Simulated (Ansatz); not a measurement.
**Si7Ge (P-43m), ideal shear of a crystal plane**

These are results of DFT PBEsol, scalar-relativistic, plane waves, PAW (Ansatz 0.2.0), not measurements. The runs took a 420 eV cutoff, a Γ-centred 6×6×3 mesh and Gaussian smearing (0.03 eV). No spin polarisation. Energies are free energies at this smearing, counted from the undisturbed cell; pressure is positive in compression.

Reference structure (relaxed at this level; it needn't be the usual structure):

```
CELL_PARAMETERS angstrom
0.00000 -5.45918 0.00000
0.00000 0.00000 -5.45918
10.91835 0.00000 0.00000
ATOMIC_POSITIONS crystal
Si 0.74740 0.74740 0.68945
Si 0.74740 0.74740 0.18945
Si 0.50000 0.50000 0.56315
Si 0.50000 0.50000 0.06315
Si 0.50000 0.00000 0.81315
Si 0.50000 0.00000 0.31315
Si 0.00000 0.50000 0.81315
Si 0.00000 0.50000 0.31315
Si 0.74740 0.25260 0.93685
Si 0.74740 0.25260 0.43685
Si 0.25260 0.74740 0.93685
Si 0.25260 0.74740 0.43685
Si 0.25260 0.25260 0.68945
Si 0.25260 0.25260 0.18945
Ge 0.00000 0.00000 0.56315
Ge 0.00000 0.00000 0.06315
```

The cut lies on the cell's a–b face, a (1 0 0) plane (indices in the standard cell, whose axes needn't be the Cartesian ones shown) of area 29.80 Å², between layers 1.38 Å apart. Vector c is tilted by f times 1·a + 0·b (length 5.459 Å) with the atoms' Cartesian places fixed: one unrelaxed fault a cell. The traction is dγ/du, the slope of γ against the slip u in Å. Some rows repeat others by symmetry and weren't run.

| f | γ (mJ/m²) | traction (GPa) |
| --- | --- | --- |
| 0.0000 | 0 | 0.0 |
| 0.1000 | 892 | 29.9 |
| 0.2000 | 2628 | 26.0 |
| 0.3000 | 3439 | 4.6 |
| 0.4000 | 3467 | -1.1 |
| 0.5000 | 3408 | -0.3 |
| 0.6000 | 3467 | 1.1 |
| 0.7000 | 3439 | -4.6 |
| 0.8000 | 2628 | -26.0 |
| 0.9000 | 892 | -29.9 |

Read off the first barrier and the stress needed to climb it, and compare with Frenkel's sinusoid.

The first sampled maximum lies at f = 0.400, a slip of 2.18 Å, with γ ≈ 3467 mJ/m², which stands in for the unstable fault energy γ_us, and the steepest sampled slope before it is 29.9 GPa. A sinusoid γ = γ_us sin²(πu/λ) with its maximum there has λ = 4.37 Å and a largest slope πγ_us/λ = 24.9 GPa (1 mJ/m² per Å = 0.01 GPa). The stand-in is too high: the stress and forces give a traction of 14.6 GPa across the line at this point, so it is no saddle, and slip that bends off the line crosses lower.

Is there a metastable fault on this line?

The samples dip to a local minimum of 3408 mJ/m² at f = 0.500. If it survives relaxation and slip across the line, it is a planar fault that lets a dislocation split into partials, more widely the lower its energy (an antiphase boundary, where the slip puts unlike atoms in each other's places).

The cut is rigid; relaxing the faces lowers these energies and usually the stresses.

The gap closes along the scan, which can put kinks into the curve.

Cost: 6 runs of about 9.2 core-minutes in all, on Intel Xeon Platinum 8175M (Skylake/Cascade Lake) (shared hosts).